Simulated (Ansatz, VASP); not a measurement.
**Two plane-wave programs on HfSiO4**

Contents of INCAR:

```
ALGO = Normal ; EDIFF = 1E-6
ENCUT = 520 ; GGA = PE
ISIF = 2 ; ISMEAR = 0
LASPH = T ; LCHARG = F
LREAL = F ; LWAVE = F
NBANDS = 50 ; NELM = 80
PREC = Accurate ; SIGMA = 0.1
```

File KPOINTS:

```
k-points
0
Gamma
  4 4 4
```

File POSCAR:

```
HfSiO4
1.0
   -3.2862500000      3.2862500000      2.9816000000
    3.2862500000     -3.2862500000      2.9816000000
    3.2862500000      3.2862500000     -2.9816000000
Hf Si O
2 2 8
Direct
    0.7500000000      0.2500000000      0.5000000000
    0.0000000000      0.0000000000      0.0000000000
    0.2500000000      0.7500000000      0.5000000000
    0.5000000000      0.5000000000      0.0000000000
    0.1353000000      0.3198000000      0.8155000000
    0.0698000000      0.7543000000      0.6845000000
    0.5043000000      0.3198000000      0.1845000000
    0.0698000000      0.3853000000      0.3155000000
    0.6147000000      0.9302000000      0.6845000000
    0.6802000000      0.8647000000      0.1845000000
    0.2457000000      0.9302000000      0.3155000000
    0.6802000000      0.4957000000      0.8155000000
```

Input for Ansatz:

```yaml
crystal:
  lattice:
    - [-3.28625, 3.28625, 2.9816]
    - [3.28625, -3.28625, 2.9816]
    - [3.28625, 3.28625, -2.9816]
  atoms:
    - { symbol: Hf, position: [0.75, 0.25, 0.5] }
    - { symbol: Hf, position: [0.0, 0.0, 0.0] }
    - { symbol: Si, position: [0.25, 0.75, 0.5] }
    - { symbol: Si, position: [0.5, 0.5, 0.0] }
    - { symbol: O, position: [0.1353, 0.3198, 0.8155] }
    - { symbol: O, position: [0.0698, 0.7543, 0.6845] }
    - { symbol: O, position: [0.5043, 0.3198, 0.1845] }
    - { symbol: O, position: [0.0698, 0.3853, 0.3155] }
    - { symbol: O, position: [0.6147, 0.9302, 0.6845] }
    - { symbol: O, position: [0.6802, 0.8647, 0.1845] }
    - { symbol: O, position: [0.2457, 0.9302, 0.3155] }
    - { symbol: O, position: [0.6802, 0.4957, 0.8155] }
basis:
  ecutwfc: 420
kpoints:
  mp_grid: { grid: [4, 4, 4] }
hamiltonian:
  xc: pbe
scf:
  occupations: { method: gaussian, width: 0.1 }
output:
  forces: true
  stress: true
  eigenvalues: true
```

Alike in both runs: task single point; functional PBE; k mesh 4 × 4 × 4; occupations gaussian, width 0.1 eV; no spin polarisation.

```csv
,VASP,Ansatz
version,VASP 6.6.1,Ansatz 0.2.0
potentials or method,"VASP PAW PBE potentials, release 64 (Hf_pv, Si, O)","scalar-relativistic, plane waves, PAW"
plane-wave cutoff (eV),520,420
valence electrons in the cell,76,108
```

Ansatz gave:

| Property | Result |
| --- | --- |
| gap on the k mesh at the Fermi level (eV) | 5.47 |
| least direct gap on the mesh (eV) | 5.84 |
| pressure (GPa) | 7.5 |
| largest component of the traceless stress (GPa) | 0.53 |
| rms of the force components (eV/Å) | 0.158 |

Q: Estimate VASP's values.

A: gap on the k mesh at the Fermi level (eV): 5.41; least direct gap on the mesh (eV): 5.79; pressure (GPa): 5.8; largest component of the traceless stress (GPa): 0.77; rms of the force components (eV/Å): 0.250.

Atom by atom the forces differ by 0.093 eV/Å (rms over components). The functional is the same, so the differences come from potentials, cutoffs and numerics. The two sets of potentials don't hold the same shells in valence.

Caveats: spin-orbit coupling is left out, which moves the levels of the heavy elements. A k mesh can miss the band edges.
